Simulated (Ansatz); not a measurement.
# AlAs (F-43m): zero-pressure volume and bulk modulus with r²SCAN + D3(BJ)-ATM, part 2 of 2

Aim: take the cell of AlAs (F-43m) to zero pressure with r²SCAN + D3(BJ)-ATM, then fit an equation of state.

Ansatz 0.2.0; DFT r²SCAN + D3(BJ)-ATM, scalar-relativistic, plane waves, PAW. The steps go on from the part before.

**7. Volume × 0.96 of the new zero**

Input file input.yaml:

```yaml
crystal:
  lattice:
    - [0.0, 2.7905833893, 2.7905833893]
    - [2.7905833893, 0.0, 2.7905833893]
    - [2.7905833893, 2.7905833893, 0.0]
  atoms:
    - { symbol: Al, position: [0.0, 0.0, 0.0] }
    - { symbol: As, position: [0.75, 0.75, 0.75] }
basis:
  ecutwfc: 500
  ecutrho_ratio: 4
kpoints:
  mp_grid: { grid: [8, 8, 8] }
hamiltonian:
  xc: r2scan
  dispersion: d3bjatm
scf:
  occupations: { method: gaussian, width: 0.05 }
output:
  forces: true
  stress: true
  eigenvalues: true
```

Started as:

```bash
$ ansatz run input.yaml --threads 4 --pin off --max-ram 8192MiB --backend cpu --events-out ev --progress --plain --runs-dir out
```

The program printed:

```text
Warning: RAYON_NUM_THREADS=4 ignored (pool sized by the plan → 4); use --threads N
Engine: ansatz 0.2.0, aarch64-unknown-linux-gnu
Pseudopotentials: kind: paw
Pseudopotential: Al, paw, valence charge 3, recommended cutoff 500 eV (meta_gga), Al.paw.azcp
Pseudopotential: As, paw, valence charge 15, recommended cutoff 500 eV (meta_gga), As.paw.azcp
Functional definition: r2SCAN
  parameter k0 = 0.174
  parameter k1 = 0.065
  parameter a1 = 4.9479
  exchange = r2scan_x(k0 = k0, k1 = k1, a1 = a1)
  correlation = r2scan_c
Crystal: 2 atoms, lattice volume = 43.463 Å³
Basis set: ecut = 500 eV, 1067 PW (Γ), exchange–correlation on 120×120×120 points (64 copies of the dense FFT grid, shifted against one another)
Bands: 13, of which v1, the nominal top of the filled ones, is band 9 counted from 1 (8 counted from 0)
Symmetry: 24 space group operations
Space group: F-43m (ITA 216), of the structure as read, at distance tolerance 3.5e-5 Å
k-points: 29 of 512 (time reversal used)
Non-local potential: Al, projectors of the file, l = 0: 2, l = 1: 2, l = 2: 1
Non-local potential: As, projectors of the file, l = 0: 2, l = 1: 2, l = 2: 3, l = 3: 1
PAW form: soft (Blöchl's): semilocal exchange-correlation on the pseudo side does not see the compensation charge
PAW frozen core: Al, regenerated for the run's functional (the file was generated under x = pbe(κ = 0.804, μ = 0.2195149727645171), c = pbe(β = 0.06672455060314922))
PAW frozen core: As, regenerated for the run's functional (the file was generated under x = pbe(κ = 0.804, μ = 0.2195149727645171), c = pbe(β = 0.06672455060314922))
PAW one-centre angular grid: Al, 302 points (default); XC on 160 Gauss nodes
PAW one-centre angular grid: As, 590 points (default); XC on 160 Gauss nodes
Initial density: superposition of atomic densities (neutral atoms: chi_scale 0, normalization atom), corrected by the library's trained network
Initial wavefunctions: pseudopotential atomic-orbital guess
Functional: x = r2scan, c = r2scan; τ floored in thin density (d = 2e-4 eV/Å³)
SCF iter   1: F=—  HF=-5406.466921 eV  |F-HF|=—  |Δ(HF+E_count)|=         —  Δρ=3.24e-3  dr2=8.70e-3  dr2_τ=1.06e-2  ethr=1.77e-3  ⟨swp⟩=5.7  Hψ=2331  notcnv=0
preconditioner: auto → none  [insulator: Δε(μ)=1.727 eV  Ē_g=10.849 eV  σ=0.050 eV  W_gap=1.00  n_scr=14 (ndim 8)  ℏωp=15.9 eV  f_vac=0.002  D(μ)=0.00/eV (n_scr^D=0)  ε∞_Penn≈3.2]
SCF iter   2: F=—  HF=-5406.491357 eV  |F-HF|=—  |Δ(HF+E_count)|=   2.44e-2  Δρ=1.58e-3  dr2=9.35e-4  dr2_τ=2.96e-5  ethr=4.84e-5  ⟨swp⟩=2.0  Hψ=986  notcnv=0
SCF iter   3: F=—  HF=-5406.491374 eV  |F-HF|=—  |Δ(HF+E_count)|=   1.63e-5  Δρ=7.67e-4  dr2=1.81e-4  dr2_τ=3.39e-6  ethr=5.19e-6  ⟨swp⟩=2.8  Hψ=672  notcnv=0
SCF iter   4: F=—  HF=-5406.491420 eV  |F-HF|=—  |Δ(HF+E_count)|=   4.69e-5  Δρ=1.14e-4  dr2=3.09e-6  dr2_τ=5.74e-8  ethr=1.00e-6  ⟨swp⟩=2.0  Hψ=486  notcnv=0
SCF iter   5: F=—  HF=-5406.491422 eV  |F-HF|=—  |Δ(HF+E_count)|=   1.70e-6  Δρ=1.65e-5  dr2=9.20e-8  dr2_τ=8.28e-10  ethr=1.72e-8  ⟨swp⟩=2.8  Hψ=500  notcnv=0
SCF iter   6: F=-5406.491422 eV  HF=-5406.491422 eV  |F-HF|=4.22e-10  |Δ(HF+E_count)|=   7.20e-8  Δρ=2.53e-6  dr2=2.27e-9  dr2_τ=7.80e-11  ethr=5.11e-10  ⟨swp⟩=2.8  Hψ=1457  notcnv=0
SCF 1 converged in 6 iterations: F = -5406.491422 eV  dr2 = 2.27e-9
SCF converged after 6 iterations
Free energy (F): -5406.491422 eV
Harris-Foulkes:  -5406.491422 eV  (|F-HF|=4.22e-10)
Internal energy: -5406.491422 eV  (E = F + TS)
E sigma→0 (E₀):  -5406.491422 eV
Fermi energy:    7.498629 eV
--- Per-component energies (eV) ---
  E_band       = -269.386827
  E_kinetic    = 128.458412
  E_local      = -2082.809748  (includes V_loc(G=0)·N_el)
  E_nonlocal   = -660.052097
  E_hartree    = 1120.074797
  E_xc         = -111.996521
  E_vxc        = -116.717578  (∫ρ·V_xc dr)
  E_paw        = -2321.255482  (= ΣΔE_a)
  E_vpaw       = 216.019561  (= ΣTr[D̂ρ^β])
  E_aug_tail   = -0.000007  (compensation charges beyond the density's cutoff)
  E_vtau       = 5.563505  (kinetic-family band-sum trace: ∫τ·v_τ [+ j·A + Jᵃ·Aᵃ] dr)
  E_ewald      = -1477.115358
  E_disp       = -0.277904  (pairwise vdW)
  E_core_change = -1.517516  (= ΣΔE_core)
  E_smearing   = -0.000000  (= −TS)
  E_closure    = 0.000000  (closes the sum)
  Σ components = -5406.491422   (vs F -5406.491422, Δ=0.00e0)
--- Forces (eV/Å), atoms counted from 1 ---
  atom   1  Al    -0.00000000     0.00000000     0.00000000
  atom   2  As     0.00000000    -0.00000000     0.00000000
  max |Σ_I F_I| component: 1.78e-16 eV/Å
--- Stress (GPa, compression-positive) ---
        3.466132       0.000000      -0.000000
        0.000000       3.466132       0.000000
       -0.000000       0.000000       3.466132
  P = ⅓ Tr σ = 3.4661 GPa (34.661 kbar)
--- Band table (eV; the first three rows and the last of 29) ---
  k-point 0: bands = ["-28.3241", "-28.3241", "-28.3241", "-28.3091", "-28.3091", "-5.9389", "6.6319", "6.6319", "6.6319", "9.7096", "11.4391", "11.4391", "11.4391"]
  k-point 1: bands = ["-28.3240", "-28.3239", "-28.3239", "-28.3091", "-28.3091", "-5.7700", "5.2342", "6.4611", "6.4611", "10.2892", "11.7447", "11.7447", "11.9969"]
  k-point 2: bands = ["-28.3238", "-28.3234", "-28.3234", "-28.3090", "-28.3090", "-5.2996", "3.1398", "6.1219", "6.1219", "9.9771", "12.0912", "12.0912", "13.9943"]
  k-point 28: bands = ["-28.3236", "-28.3229", "-28.3214", "-28.3094", "-28.3083", "-3.6960", "1.3492", "3.1998", "3.6117", "11.3806", "13.0505", "13.1148", "13.2611"]
```

It took 1.5 s on 4 threads of Arm Neoverse V1, shared host; peak memory 0.42 GiB.

Result: volume 21.731 Å³/atom, pressure 3.47 GPa, gap on the mesh 1.73 eV.

**8. Volume × 1.04 of the new zero**

input.yaml: that of step 7 with these lines changed.

```diff
@@ -2,5 +2,5 @@
   lattice:
-    - [0.0, 2.7905833893, 2.7905833893]
-    - [2.7905833893, 0.0, 2.7905833893]
-    - [2.7905833893, 2.7905833893, 0.0]
+    - [0.0, 2.8660408329, 2.8660408329]
+    - [2.8660408329, 0.0, 2.8660408329]
+    - [2.8660408329, 2.8660408329, 0.0]
   atoms:
```

Started as:

```bash
$ ansatz run input.yaml --threads 4 --pin off --max-ram 8192MiB --backend cpu --events-out ev --progress --plain --runs-dir out
```

The program printed, shortened:

```text
Warning: RAYON_NUM_THREADS=4 ignored (pool sized by the plan → 4); use --threads N
[...]
Pseudopotentials: kind: paw
Pseudopotential: Al, paw, valence charge 3, recommended cutoff 500 eV (meta_gga), Al.paw.azcp
Pseudopotential: As, paw, valence charge 15, recommended cutoff 500 eV (meta_gga), As.paw.azcp
Functional definition: r2SCAN
[...]
Crystal: 2 atoms, lattice volume = 47.084 Å³
Basis set: ecut = 500 eV, 1243 PW (Γ), exchange–correlation on 120×120×120 points (64 copies of the dense FFT grid, shifted against one another)
Bands: 13, of which v1, the nominal top of the filled ones, is band 9 counted from 1 (8 counted from 0)
Symmetry: 24 space group operations
Space group: F-43m (ITA 216), of the structure as read, at distance tolerance 3.6e-5 Å
k-points: 29 of 512 (time reversal used)
[...]
SCF iter   1: F=—  HF=-5406.475345 eV  |F-HF|=—  |Δ(HF+E_count)|=         —  Δρ=3.10e-3  dr2=9.14e-3  dr2_τ=7.95e-3  ethr=1.77e-3  ⟨swp⟩=5.6  Hψ=2308  notcnv=0
[...]
SCF iter   6: F=-5406.493871 eV  HF=-5406.493871 eV  |F-HF|=4.25e-9  |Δ(HF+E_count)|=   6.31e-8  Δρ=4.21e-6  dr2=4.57e-9  dr2_τ=1.71e-10  ethr=5.56e-10  ⟨swp⟩=5.0  Hψ=1680  notcnv=0
[...]
SCF converged after 6 iterations
Free energy (F): -5406.493871 eV
[...]
E sigma→0 (E₀):  -5406.493871 eV
Fermi energy:    6.680576 eV
[...]
--- Forces (eV/Å), atoms counted from 1 ---
  atom   1  Al    -0.00000000     0.00000000     0.00000000
  atom   2  As     0.00000000    -0.00000000    -0.00000000
[...]
--- Stress (GPa, compression-positive) ---
       -2.814941       0.000000      -0.000000
       -0.000000      -2.814941       0.000000
       -0.000000       0.000000      -2.814941
  P = ⅓ Tr σ = -2.8149 GPa (-28.149 kbar)
--- Band table (eV; the first three rows and the last of 29) ---
  k-point 0: bands = ["-29.2111", "-29.2111", "-29.2111", "-29.1991", "-29.1991", "-6.3555", "5.7530", "5.7530", "5.7530", "8.1425", "10.4043", "10.4043", "10.4043"]
[...]
```

Run time: 1.6 s. Hardware: 4 threads of Arm Neoverse V1, shared host; peak memory 0.43 GiB.

This gives: volume 23.542 Å³/atom, pressure -2.81 GPa, mesh gap 1.86 eV.

**9. Energy and pressure against volume**

Energies have the smearing extrapolated to zero and count from the lowest point.

```
volume (Å³/atom)  energy (meV/atom)  pressure (GPa)
          21.731               9.46            3.47
          22.184               2.28            1.64
          22.637               0.00            0.00
          23.089               2.13           -1.48
          23.542               8.23           -2.81
```

volume (Å³/atom), energy (meV/atom) and a bar:
```
    21.73        9.5 ##############################
    22.18        2.3 #######
    22.64        0.0 
    23.09        2.1 #######
    23.54        8.2 ##########################
```

**10. Summary of results**

The summary covers parts 1 to 2.

| quantity | value |
| --- | --- |
| V0 | 22.637 Å³/atom |
| B0 | 78 GPa |
| gap on the mesh | 1.80 eV |
| dispersion energy | -134 meV/atom |
| time in all | 10 s |

r²SCAN + D3(BJ)-ATM puts the minimum at 22.64 Å³/atom, -0.2 % from the cell given, which stood at 2.6 GPa under PBE, with a bulk modulus of 78 GPa. Against the measured lattice constant a of AlAs, 5.66139 Å (291 K; a printed reference work, data compilation), the calculated 5.658 Å is off by -0.1 %. The calculation is for 0 K without zero-point motion.
